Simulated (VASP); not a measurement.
## Pt: relaxation of cell and atoms with BLYP+D3(BJ)

The system is Pt.

```
CELL_PARAMETERS angstrom
0.00000 1.96090 1.96090
1.96090 0.00000 1.96090
1.96090 1.96090 0.00000
ATOMIC_POSITIONS crystal
Pt 0.00000 0.00000 0.00000
```

| Item | Value |
| --- | --- |
| Program | VASP 6.6.1 |
| Task | relaxation of cell and atoms |
| Functional | BLYP |
| Dispersion | D3(BJ) |
| Potentials or basis | VASP PAW PBE potentials, release 64 (Pt) |
| Cutoff | 600 eV |
| k mesh | 12 × 12 × 12 |
| Occupations | fermi-dirac, width 0.05 eV |
| Spin | no spin polarisation |
| Further INCAR settings | ALGO = Normal; EDIFF = 1e-07; IBRION = 2; EDIFFG = -0.005; NSW = 60; ISIF = 3 |

The relaxed volume is 15.46 Å³/atom and the relaxed cell is a = 2.796 Å, b = 2.796 Å, c = 2.796 Å, α = 60.00°, β = 60.00°, γ = 60.00°. The space group after relaxing (to 0.05 Å) is Fm-3m (No. 225). The energy gained by relaxing is 8.0 meV/atom. The ionic steps are 4 and the pressure after relaxing is 0.0 GPa. The band gap on the k mesh is none (metal or under the smearing width) and the dispersion energy per atom is -1.769 eV.

Step by step:
| step | energy change (eV) | largest force (eV/Å) | pressure (GPa) | volume (Å³) |
| --- | --- | --- | --- | --- |
| 1 | 0.0000 | 0.0000 | 6.93 | 15.08 |
| 2 | 0.0453 | 0.0000 | -14.56 | 16.55 |
| 3 | -0.0080 | 0.0000 | -0.18 | 15.47 |
| 4 | -0.0080 | 0.0000 | -0.02 | 15.46 |

Final structure:
```xyz
1
Lattice="0.0000 1.9773 1.9773 1.9773 0.0000 1.9773 1.9773 1.9773 0.0000" Properties=species:S:1:pos:R:3 pbc="T T T"
Pt    0.0000    0.0000    0.0000
```

Levels at points of the mesh, in eV from the Fermi level:
| k point | band 2 | band 3 | band 4 | band 5 | band 6 | band 7 | band 8 | band 9 |
| --- | --- | --- | --- | --- | --- | --- | --- | --- |
| (0.00, 0.00, 0.00) | -3.67 | -3.67 | -3.67 | -1.60 | -1.60 | 14.99 | 19.66 | 19.66 |
| (0.50, 0.00, 0.00) | -3.73 | -3.73 | -0.12 | 0.02 | 0.02 | 5.66 | 14.57 | 18.85 |
| (0.50, 0.50, 0.00) | -6.36 | -0.02 | 0.46 | 0.46 | 2.04 | 8.61 | 11.43 | 11.43 |

It took 34 s on 1 thread of Intel(R) Xeon(R) Platinum 8488C (Sapphire Rapids), with other jobs on the host, peak memory 0.16 GiB.

Caveat: the PAW data sets were made with another functional, which shifts forces and pressure a little; pairwise dispersion overbinds metals, which lowers pressure and volume. The run has no spin-orbit coupling, so splittings on Pt are missing.
